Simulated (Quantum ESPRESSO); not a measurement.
**MnS under changes of volume**

One of the cells (21.464 Å³/atom); the others are scaled copies at fixed shape and fractional positions:

```
CELL_PARAMETERS angstrom
3.95358 0.00000 0.00000
-1.97679 3.42390 0.00000
0.00000 0.00000 6.34253
ATOMIC_POSITIONS crystal
Mn 0.66667 0.33333 0.49884
Mn 0.33333 0.66667 0.99884
S 0.33333 0.66667 0.62615
S 0.66667 0.33333 0.12615
```

The cell is a database's computed one.

```yaml
Program: Quantum ESPRESSO 7.5
Functional: LDA
Potentials_or_basis: GBRV 1.5 LDA
Cutoff: 612 eV
Density_cutoff: 4898 eV
k_mesh: 8 × 8 × 4
Occupations: fermi-dirac, width 0.05 eV
Spin: collinear spin, ferromagnetic start
Starting_moments: "[4.0, 4.0, 0.0, 0.0] μB"
```

```tsv
volume (Å³/atom)	energy over the lowest point (meV/atom)	pressure (GPa)	moment (μB per cell)	largest force (eV/Å)
20.176	0.00	-2.5	9.06	0.291
20.606	?	?	?	?
21.035	14.28	-3.4	9.48	0.266
21.464	23.60	-4.1	9.61	0.250
21.893	34.74	-4.8	9.72	0.236
22.323	47.85	-5.5	9.79	0.219
22.752	62.95	-6.2	9.85	0.201
```

Q: What does the run at 20.606 Å³/atom give?

A: Energy over the lowest point 6.76 meV/atom; pressure -2.9 GPa; moment 9.29 μB per cell; largest force 0.281 eV/Å.

Worked out: A Birch-Murnaghan fit of order 3 (a polynomial in V^(-2/3)) to the other rows has no minimum within the range. It gives 6.49 meV/atom at 20.606 Å³/atom, against the run's 6.76, and -dE/dV = -2.6 GPa, against -2.9. A parabola through the other rows of the moment, of slope 0.467 μB per Å³/atom there, gives 9.28 μB, against the run's 9.29.

Energies are extrapolated to zero smearing.

Caveats: only a ferromagnetic start was run, and an antiferromagnetic order may lie lower in energy.
